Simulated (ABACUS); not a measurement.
# Ba (Im-3m) in ABACUS: a series of runs

One crystal, Ba, is run at these levels: PBE; tasks: equation of state.

Everything below comes from runs of ABACUS 3.10.1. Logs are shortened: lines on timing, memory, paths and dates and some standing lists are left out, and cuts for length are marked.

## 1. The crystal as given

Symmetry: Im-3m, No. 229, cubic system. Conventional cell: a = 5.013 Å, b = 5.013 Å, c = 5.013 Å, α = 90.00°, β = 90.00°, γ = 90.00°. Ba (site symmetry m-3m) has 8 Ba at 4.34 Å as nearest neighbours.

## 2. Equation of state, PBE, 59.21 Å³/atom (volume scaled by 0.94)

Input file INPUT:

```
INPUT_PARAMETERS
suffix              Ba
calculation         scf
basis_type          lcao
pseudo_dir          ./
orbital_dir         ./
symmetry            1
dft_functional      pbe
ecutwfc             100
pseudo_rcut         10
nspin               1
nbands              9
ks_solver           genelpa
smearing_method     fd
smearing_sigma      0.00367493
scf_thr             1e-07
scf_nmax            100
mixing_type         broyden
mixing_beta         0.7
cal_force           1
cal_stress          1
out_mul             1
```

Input file STRU:

```
ATOMIC_SPECIES
Ba 137.3270 Ba.upf

NUMERICAL_ORBITAL
Ba_confined-atom_9au_3s2p2d.orb

LATTICE_CONSTANT
1.8897261246

LATTICE_VECTORS
-2.4553325815 2.4553325815 2.4553325815
2.4553325815 -2.4553325815 2.4553325815
2.4553325815 2.4553325815 -2.4553325815

ATOMIC_POSITIONS
Direct

Ba
0.0
1
0.0000000000 0.0000000000 0.0000000000 1 1 1
```

Input file KPT:

```
K_POINTS
0
Gamma
8 8 8 0 0 0
```

Potentials or basis: PseudoDojo NC SR 0.4.1 PBE standard, DZP LCAO (the cutoffs set its grid).

Command:

```
$ OMP_NUM_THREADS=1 mpirun -np 4 abacus > log
```

running log:

```text
ABACUS v3.10.1

               Atomic-orbital Based Ab-initio Computation at UStc

 ------------------------------------------------------------------------------------

 READING GENERAL INFORMATION
                           global_out_dir = OUT.Ba/
                           global_in_card = INPUT
                               pseudo_dir = ./
                              orbital_dir = ./
                                    DSIZE = 4
                                    GSIZE = 1

 READING UNITCELL INFORMATION
                                    ntype = 1
                  lattice constant (Bohr) = 1.88973
              lattice constant (Angstrom) = 1

 READING ATOM TYPE 1
                               atom label = Ba
                      L=0, number of zeta = 3
                      L=1, number of zeta = 2
                      L=2, number of zeta = 2
             number of atom for this type = 1

                        TOTAL ATOM NUMBER = 1
DIRECT COORDINATES
    atom                   x                   y                   z     mag                  vx                  vy                  vz
taud_Ba1            0.0000000000        0.0000000000        0.0000000000  0.0000        0.0000000000        0.0000000000        0.0000000000

                          Volume (Bohr^3) = 399.565
                             Volume (A^3) = 59.2094

 Lattice vectors: (Cartesian coordinate: in unit of a_0)
             -2.45533            +2.45533            +2.45533
             +2.45533            -2.45533            +2.45533
             +2.45533            +2.45533            -2.45533
 Reciprocal vectors: (Cartesian coordinate: in unit of 2 pi/a_0)
                   +0           +0.203638           +0.203638
            +0.203638                  +0           +0.203638
            +0.203638           +0.203638                  +0
 The esolver type has been set to : ksdft_lcao

                PAO radial cut off (Bohr) = 10

 Read in pseudopotential file is Ba.upf
                     pseudopotential type = NC
          exchange-correlation functional = PBE
                 nonlocal core correction = 1
                        valence electrons = 10
                                     lmax = 2
                           number of zeta = 3
                     number of projectors = 6
                           L of projector = 0
                           L of projector = 0
                           L of projector = 1
                           L of projector = 1
                           L of projector = 2
                           L of projector = 2
     initial pseudo atomic orbital number = 5

 SETUP THE ELECTRONS NUMBER
            electron number of element Ba = 10
      total electron number of element Ba = 10
            AUTOSET number of electrons:  = 10
                           occupied bands = 5
                                   NLOCAL = 19
                                   NBANDS = 9
                                   NBANDS = 9
                                   NLOCAL = 19

%%%%%%%%%%%%%%%%%%%%%%%%%%%%%%%%%%%%%%%%%%%%%%%%%%%%%%%%%%%%%%%%%%%%%%%%%%%%%%%%%%%%%%%%%%%%%%%%%%%%%%%%%%
 Warning: the number of valence electrons in pseudopotential > 2 for Ba: [Xe] 6s2
 Pseudopotentials with additional electrons can yield (more) accurate outcomes, but may be less efficient.
 If you're confident that your chosen pseudopotential is appropriate, you can safely ignore this warning.
%%%%%%%%%%%%%%%%%%%%%%%%%%%%%%%%%%%%%%%%%%%%%%%%%%%%%%%%%%%%%%%%%%%%%%%%%%%%%%%%%%%%%%%%%%%%%%%%%%%%%%%%%%

 SETUP THE PLANE WAVE BASIS
 energy cutoff for charge/potential (unit:Ry) = 400
            fft grid for charge/potential = [ 54, 54, 54 ]
                        fft grid division = [ 2, 2, 2 ]
        big fft grid for charge/potential = [ 27, 27, 27 ]
                                     nbxx = 5103
                                     nrxx = 40824

 SETUP PLANE WAVES FOR CHARGE/POTENTIAL
                    number of plane waves = 54053
                         number of sticks = 1937

 PARALLEL PW FOR CHARGE/POTENTIAL
     PROC   COLUMNS(POT)             PW
        1            484          13513
        2            485          13515
        3            484          13512
        4            484          13513
 --------------- sum -------------------
        4           1937          54053
                            number of |g| = 399
[... 44 lines left out ...]
(for reciprocal lattice: )
                             BRAVAIS TYPE = 3
                     BRAVAIS LATTICE NAME = 03. Cubic F (face-centered)
                                    ibrav = 3
                       right hand lattice = 1
(for k-lattice: )
                             BRAVAIS TYPE = 3
                     BRAVAIS LATTICE NAME = 03. Cubic F (face-centered)
                                    ibrav = 3
                       right hand lattice = 1
                        ROTATION MATRICES = 48
                               nkstot_ibz = 29
K-POINTS REDUCTION ACCORDING TO SYMMETRY
     IBZ    DIRECT_X    DIRECT_Y    DIRECT_Z  WEIGHT  ibz2bz
       1  0.00000000  0.00000000  0.00000000  0.0020       0
       2 -0.12500000  0.12500000  0.00000000  0.0234       1
       3 -0.25000000  0.25000000  0.00000000  0.0234       2
       4 -0.37500000  0.37500000  0.00000000  0.0234       3
       5  0.50000000  0.50000000  0.00000000  0.0117       4
       6 -0.25000000  0.12500000  0.12500000  0.0469       9
[... 21 lines left out ...]
      28  0.50000000  0.50000000  0.37500000  0.0234     228
      29  0.50000000  0.50000000  0.50000000  0.0020     292

                               nkstot now = 29
[... K-POINTS DIRECT COORDINATES: 29 rows ...]

           k-point number in this process = 29
       minimum distributed K point number = 29
[... stars of the k points ...]

[... K-POINTS CARTESIAN COORDINATES: 29 rows ...]

[... K-POINTS DIRECT COORDINATES: 29 rows ...]

 SETUP PLANE WAVES FOR WAVE FUNCTIONS
     energy cutoff for wavefunc (unit:Ry) = 100
              fft grid for wave functions = [ 54, 54, 54 ]
                    number of plane waves = 9453
                         number of sticks = 611

 PARALLEL PW FOR WAVE FUNCTIONS
     PROC   COLUMNS(POT)             PW
        1            153           2364
        2            152           2363
        3            153           2363
        4            153           2363
 --------------- sum -------------------
        4            611           9453

 SET NONLOCAL PSEUDOPOTENTIAL PROJECTORS
 max number of nonlocal projetors among all species is 6

 -------------------------------------------
 SELF-CONSISTENT
 -------------------------------------------

 SETUP SEARCHING RADIUS FOR PROGRAM TO SEARCH ADJACENT ATOMS
                  longest orb rcut (Bohr) = 9
   longest nonlocal projector rcut (Bohr) = 2.18
                     search radius (Bohr) = 22.4
              searching radius is (Bohr)) = 22.4
         searching radius unit is (Bohr)) = 1.89
                         PeriodicBoundary = 1
                        Radius(unit:lat0) = 11.8
                                   glayer = [ 5, 5, 5 ]
                             glayer_minus = [ 4, 4, 4 ]

Find the coordinate range of the input atom(unit:lat0).
                                  min_tau = [ -29.5, -29.5, -29.5 ]
                                  max_tau = [ 29.5, 29.5, 29.5 ]
                                BoxNumber = [ 9, 9, 9 ]

 SETUP EXTENDED REAL SPACE GRID FOR GRID INTEGRATION
                          real space grid = [ 54, 54, 54 ]
                 big cell numbers in grid = [ 27, 27, 27 ]
             meshcell numbers in big cell = [ 2, 2, 2 ]
                        extended fft grid = [ 38, 38, 38 ]
                dimension of extened grid = [ 104, 104, 104 ]
                            UnitCellTotal = 125
              Atom number in sub-FFT-grid = 1
    Local orbitals number in sub-FFT-grid = 19
                                ParaV.nnr = 6500
                                 init_chg = atomic

 LCAO ALGORITHM --------------- ION=   1  ELEC=   1--------------------------------

 Density error is 0.0252528238524
----------------------------------------------------------
     Energy           Rydberg                 eV
----------------------------------------------------------
 E_KohnSham     -56.1762326514       -764.3168562330
 E_Harris       -56.1962150663       -764.5887309352
 E_Fermi        0.4670330680         6.3543108796
----------------------------------------------------------
[... 69 lines left out ...]
 Density error is 1.63305953232e-09
----------------------------------------------------------
     Energy           Rydberg                 eV
----------------------------------------------------------
 E_KohnSham     -56.1763514745       -764.3184729042
 E_KS(sigma->0) -56.1760961407       -764.3149989097
 E_Harris       -56.1763514742       -764.3184729004
 E_band         -5.7906043240        -78.7852136704
 E_one_elec     -11.9080583200       -162.0174452689
 E_Hartree      8.2187817502         111.8222624212
 E_xc           -13.2698931194       -180.5461582754
 E_Ewald        -39.2166711176       -533.5701837920
 E_entropy(-TS) -0.0005106676        -0.0069479892
 E_descf        0.0000000000         0.0000000000
 E_exx          0.0000000000         0.0000000000
 E_Fermi        0.4678247568         6.3650823584
----------------------------------------------------------

 charge density convergence is achieved
 final etot is -764.3184729 eV
 EFERMI = 6.3650823584 eV

 STATE ENERGY(eV) AND OCCUPATIONS    NSPIN == 1
 1/29 kpoint (Cartesian) = 0.0000 0.0000 0.0000 (1708 pws)
       1       -22.4181     0.00390625
       2       -7.31940     0.00390625
       3       -7.31940     0.00390625
       4       -7.31940     0.00390625
       5        3.61451     0.00390625
       6        8.28761    7.81376e-20
       7        8.28761    7.81376e-20
       8        8.28761    7.81376e-20
       9        9.79199    6.69872e-33
[... 45 lines left out ...]
 6/29 kpoint (Cartesian) = 0.050910 -0.025455 -0.025455 (1697 pws)
       1       -22.3958      0.0937500
       2       -7.54715      0.0937500
       3       -7.37842      0.0937500
       4       -7.34061      0.0937500
       5        4.46922      0.0937500
       6        7.72796    1.36185e-13
       7        7.76843    6.06218e-14
       8        9.29337    3.44487e-27
       9        9.29948    3.04888e-27

[... levels at 23 further k points ...]

 correction force for each atom along direction 1 is -2.04764e-15
 correction force for each atom along direction 2 is 3.04516e-14
 correction force for each atom along direction 3 is -7.97188e-14
------------------------------------------------------------------------------------------
 TOTAL-FORCE (eV/Angstrom)
------------------------------------------------------------------------------------------
                       Ba1         0.0000000000         0.0000000000         0.0000000000
------------------------------------------------------------------------------------------

----------------------------------------------------------------
 TOTAL-STRESS (KBAR)
----------------------------------------------------------------
         6.7526634313         0.0000000000         0.0000000000
         0.0000000000         6.7526634313        -0.0000000000
         0.0000000000        -0.0000000000         6.7526634313
----------------------------------------------------------------
 TOTAL-PRESSURE: 6.752663 KBAR

 --------------------------------------------
 !FINAL_ETOT_IS -764.3184729042437766 eV
 --------------------------------------------
```

Run time: 4.1 s. Hardware: 4 MPI ranks of AMD EPYC 7B13 (Zen 3), shared host; peak memory 0.44 GiB.

What came out:

* Free energy: -764.3185 eV
* Pressure: 0.7 GPa
* Band gap on the k mesh: none (metal or under the smearing width)

Caveat: the atomic orbitals were generated for these runs and aren't a published set; this release of the barium file is off; the basis of atomic orbitals isn't converged, which shifts pressures, moduli and gaps.

## 3. Equation of state, PBE, 60.47 Å³/atom (volume scaled by 0.96)

INPUT is that of step 2.

Input file STRU:

```
ATOMIC_SPECIES
Ba 137.3270 Ba.upf

NUMERICAL_ORBITAL
Ba_confined-atom_9au_3s2p2d.orb

LATTICE_CONSTANT
1.8897261246

LATTICE_VECTORS
-2.4726242257 2.4726242257 2.4726242257
2.4726242257 -2.4726242257 2.4726242257
2.4726242257 2.4726242257 -2.4726242257

ATOMIC_POSITIONS
Direct

Ba
0.0
1
0.0000000000 0.0000000000 0.0000000000 1 1 1
```

KPT is that of step 2.

Potentials or basis: PseudoDojo NC SR 0.4.1 PBE standard, DZP LCAO (the cutoffs set its grid).

Command:

```
$ OMP_NUM_THREADS=1 mpirun -np 4 abacus > log
```

It took 4 s on 4 MPI ranks of AMD EPYC 7B13 (Zen 3), shared host; peak memory 0.44 GiB.

It converged, with:

| Property | Result |
| --- | --- |
| Free energy | -764.3228 eV |
| Pressure | 0.4 GPa |
| Band gap on the k mesh | none (metal or under the smearing width) |

Caveat: the atomic orbitals were generated for these runs and aren't a published set; this release of the barium file is off; the basis of atomic orbitals isn't converged, which shifts pressures, moduli and gaps.

## 4. Equation of state, PBE, 61.73 Å³/atom (volume scaled by 0.98)

INPUT is that of step 3.

Input file STRU:

```
ATOMIC_SPECIES
Ba 137.3270 Ba.upf

NUMERICAL_ORBITAL
Ba_confined-atom_9au_3s2p2d.orb

LATTICE_CONSTANT
1.8897261246

LATTICE_VECTORS
-2.4896773455 2.4896773455 2.4896773455
2.4896773455 -2.4896773455 2.4896773455
2.4896773455 2.4896773455 -2.4896773455

ATOMIC_POSITIONS
Direct

Ba
0.0
1
0.0000000000 0.0000000000 0.0000000000 1 1 1
```

KPT is that of step 3.

Command:

```
$ OMP_NUM_THREADS=1 mpirun -np 4 abacus > log
```

Wall time 4 s (4 MPI ranks of AMD EPYC 7B13 (Zen 3), shared host); peak memory 0.44 GiB.

Results (log left out):

```
Free energy            : -764.3252 eV
Pressure               : 0.2 GPa
Band gap on the k mesh : none (metal or under the smearing width)
```

Caveat: the atomic orbitals were generated for these runs and aren't a published set; this release of the barium file is off; the basis of atomic orbitals isn't converged, which shifts pressures, moduli and gaps.

## 5. Equation of state, PBE, 62.99 Å³/atom

INPUT is that of step 4.

Input file STRU:

```
ATOMIC_SPECIES
Ba 137.3270 Ba.upf

NUMERICAL_ORBITAL
Ba_confined-atom_9au_3s2p2d.orb

LATTICE_CONSTANT
1.8897261246

LATTICE_VECTORS
-2.5065000000 2.5065000000 2.5065000000
2.5065000000 -2.5065000000 2.5065000000
2.5065000000 2.5065000000 -2.5065000000

ATOMIC_POSITIONS
Direct

Ba
0.0
1
0.0000000000 0.0000000000 0.0000000000 1 1 1
```

KPT is that of step 4.

Command:

```
$ OMP_NUM_THREADS=1 mpirun -np 4 abacus > log
```

Wall time 3.9 s (4 MPI ranks of AMD EPYC 7B13 (Zen 3), shared host); peak memory 0.44 GiB.

It converged, with:

| Item | Value |
| --- | --- |
| Free energy | -764.3258 eV |
| Pressure | 0.0 GPa |
| Band gap on the k mesh | none (metal or under the smearing width) |

Caveat: the atomic orbitals were generated for these runs and aren't a published set; this release of the barium file is off; the basis of atomic orbitals isn't converged, which shifts pressures, moduli and gaps.

## 6. Equation of state, PBE, 64.25 Å³/atom (volume scaled by 1.02)

INPUT is that of step 5.

Input file STRU:

```
ATOMIC_SPECIES
Ba 137.3270 Ba.upf

NUMERICAL_ORBITAL
Ba_confined-atom_9au_3s2p2d.orb

LATTICE_CONSTANT
1.8897261246

LATTICE_VECTORS
-2.5230998215 2.5230998215 2.5230998215
2.5230998215 -2.5230998215 2.5230998215
2.5230998215 2.5230998215 -2.5230998215

ATOMIC_POSITIONS
Direct

Ba
0.0
1
0.0000000000 0.0000000000 0.0000000000 1 1 1
```

KPT is that of step 5.

Potentials or basis: PseudoDojo NC SR 0.4.1 PBE standard, DZP LCAO (the cutoffs set its grid).

Command:

```
$ OMP_NUM_THREADS=1 mpirun -np 4 abacus > log
```

Wall time 3.8 s (4 MPI ranks of AMD EPYC 7B13 (Zen 3), shared host); peak memory 0.44 GiB.

Results (log left out):

```
Free energy            : -764.3249 eV
Pressure               : -0.2 GPa
Band gap on the k mesh : none (metal or under the smearing width)
```

Caveat: the atomic orbitals were generated for these runs and aren't a published set; this release of the barium file is off; the basis of atomic orbitals isn't converged, which shifts pressures, moduli and gaps.

## 7. Equation of state, PBE, 65.51 Å³/atom (volume scaled by 1.04)

INPUT is that of step 6.

Input file STRU:

```
ATOMIC_SPECIES
Ba 137.3270 Ba.upf

NUMERICAL_ORBITAL
Ba_confined-atom_9au_3s2p2d.orb

LATTICE_CONSTANT
1.8897261246

LATTICE_VECTORS
-2.5394840457 2.5394840457 2.5394840457
2.5394840457 -2.5394840457 2.5394840457
2.5394840457 2.5394840457 -2.5394840457

ATOMIC_POSITIONS
Direct

Ba
0.0
1
0.0000000000 0.0000000000 0.0000000000 1 1 1
```

KPT is that of step 6.

Command:

```
$ OMP_NUM_THREADS=1 mpirun -np 4 abacus > log
```

Wall time 3.8 s (4 MPI ranks of AMD EPYC 7B13 (Zen 3), shared host); peak memory 0.44 GiB.

Results (log left out):

```
Free energy            : -764.3225 eV
Pressure               : -0.4 GPa
Band gap on the k mesh : none (metal or under the smearing width)
```

Caveat: the atomic orbitals were generated for these runs and aren't a published set; this release of the barium file is off; the basis of atomic orbitals isn't converged, which shifts pressures, moduli and gaps.

## 8. Equation of state, PBE, 66.77 Å³/atom (volume scaled by 1.06)

INPUT is that of step 7.

Input file STRU:

```
ATOMIC_SPECIES
Ba 137.3270 Ba.upf

NUMERICAL_ORBITAL
Ba_confined-atom_9au_3s2p2d.orb

LATTICE_CONSTANT
1.8897261246

LATTICE_VECTORS
-2.5556595394 2.5556595394 2.5556595394
2.5556595394 -2.5556595394 2.5556595394
2.5556595394 2.5556595394 -2.5556595394

ATOMIC_POSITIONS
Direct

Ba
0.0
1
0.0000000000 0.0000000000 0.0000000000 1 1 1
```

KPT is that of step 7.

Command:

```
$ OMP_NUM_THREADS=1 mpirun -np 4 abacus > log
```

Wall time 3.7 s (4 MPI ranks of AMD EPYC 7B13 (Zen 3), shared host); peak memory 0.44 GiB.

It converged, with:

```
Free energy            : -764.3189 eV
Pressure               : -0.5 GPa
Band gap on the k mesh : none (metal or under the smearing width)
```

Caveat: the atomic orbitals were generated for these runs and aren't a published set; this release of the barium file is off; the basis of atomic orbitals isn't converged, which shifts pressures, moduli and gaps.

## 9. Equation of state, PBE

Potentials or basis: PseudoDojo NC SR 0.4.1 PBE standard, DZP LCAO (the cutoffs set its grid).

This step only gathers the single runs of the series.

What came out:

```yaml
Equilibrium_volume: 62.86 Å³/atom
Bulk_modulus: 10.1 GPa
Pressure_derivative_of_the_bulk_modulus: 3.9
```

Energy against volume, from the lowest point:
```tsv
volume (Å³/atom)	energy (meV/atom)
59.209	7.34
60.469	3.04
61.729	0.65
62.989	0.00
64.249	0.92
65.508	3.27
66.768	6.91
```

Caveat: the atomic orbitals were generated for these runs and aren't a published set; this release of the barium file is off; the basis of atomic orbitals isn't converged, which shifts pressures, moduli and gaps.
